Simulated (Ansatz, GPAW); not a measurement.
This is a calculation of BaTiO3 for GPAW 26.7.0 (ASE script). Atoms were shifted at random by some hundredths of an Å from the given cell, which wasn't relaxed again for these runs. 

run.py

```python
from ase import Atoms
from ase.dft.bandgap import bandgap
from ase.io import write
from ase.units import GPa
from ase.parallel import parprint
from gpaw import GPAW, PW, setup_paths

setup_paths.insert(0, '.')

atoms = Atoms(['Ba', 'Ti', 'O', 'O', 'O'],
              cell=[[3.9998, 0.0, 0.0],
                    [0.0, 3.9998, 0.0],
                    [0.0, 0.0, 4.018]],
              scaled_positions=[[-0.009911, 0.015384, -0.003875],
                                [0.496885, 0.500345, 0.493381],
                                [-0.003691, 0.500451, 0.512552],
                                [0.51343, 0.000461, 0.52163],
                                [0.506482, 0.493038, 0.024633]],
              pbc=True)

calc = GPAW(mode=PW(800),
            xc='PBEsol',
            kpts={'size': (7, 7, 7), 'gamma': True},
            occupations={'name': 'fermi-dirac', 'width': 0.05},
            nbands=36,
            convergence={'density': 1e-05, 'energy': 1e-05},
            maxiter=150,
            txt='gpaw.txt')
atoms.calc = calc
energy = atoms.get_potential_energy()
forces = atoms.get_forces()
stress = atoms.get_stress()
calc.write('gs.gpw')
write('result.traj', atoms)
parprint(f'Energy: {energy:.6f} eV')
parprint('Forces (eV/A):')
parprint(forces.round(4))
parprint('Stress (GPa):', (stress / GPa).round(3))
parprint('Fermi level:', round(calc.get_fermi_level(), 4), 'eV')
parprint(f'Gap: {bandgap(calc)[0]:.4f} eV, direct: {bandgap(calc, direct=True)[0]:.4f} eV')
```

Potentials or basis: PAW data sets generated in the run's folder for this functional, pw.

Run with:

```bash
$ gpaw-setup -f PBEsol Ba O Ti
$ OMP_NUM_THREADS=1 mpirun -n 4 gpaw python run.py
```

Task: What does the same run look like in Ansatz 0.2.0? Potentials or basis there: Ansatz PAW, cutoff 420 eV.

Result: As run (cutoffs and basis follow the program's own potentials, and thresholds, step limits or extra output files can differ):

Contents of input.yaml:

```yaml
crystal:
  lattice:
    - [3.9998, 0.0, 0.0]
    - [0.0, 3.9998, 0.0]
    - [0.0, 0.0, 4.018]
  atoms:
    - { symbol: Ba, position: [-0.009911, 0.015384, -0.003875] }
    - { symbol: Ti, position: [0.496885, 0.500345, 0.493381] }
    - { symbol: O, position: [-0.003691, 0.500451, 0.512552] }
    - { symbol: O, position: [0.51343, 0.000461, 0.52163] }
    - { symbol: O, position: [0.506482, 0.493038, 0.024633] }
hamiltonian:
  xc: pbesol
  pseudopotentials: { kind: paw }
kpoints:
  mp_grid: { grid: [7, 7, 7] }
scf:
  occupations: { method: fermi_dirac, width: 0.05 }
output:
  forces: true
  stress: true
  eigenvalues: true
  write_density: true
  write_potential: true
  elf: true
  volumetric_format: npy
```

Potentials or basis: Ansatz PAW.

Launch:

```console
$ ansatz run input.yaml --threads 1 --pin off --max-ram 3584MiB --backend cpu --events-out ev --progress --plain --runs-dir out
```

Both were run:

|  | GPAW | Ansatz |
| --- | --- | --- |
| Pressure | -1.8 GPa | -3.3 GPa |
| Largest force | 0.514 eV/Å | 0.459 eV/Å |

Ansatz's pressure holds a Pulay term of +0.59 GPa for its cutoff of 420 eV, which the other run lacks.

Ansatz's potentials were made for PBE.

Where Ansatz's input types no cutoff or centring, it takes its own default and a Γ-centred mesh.

Pressure is positive in compression.
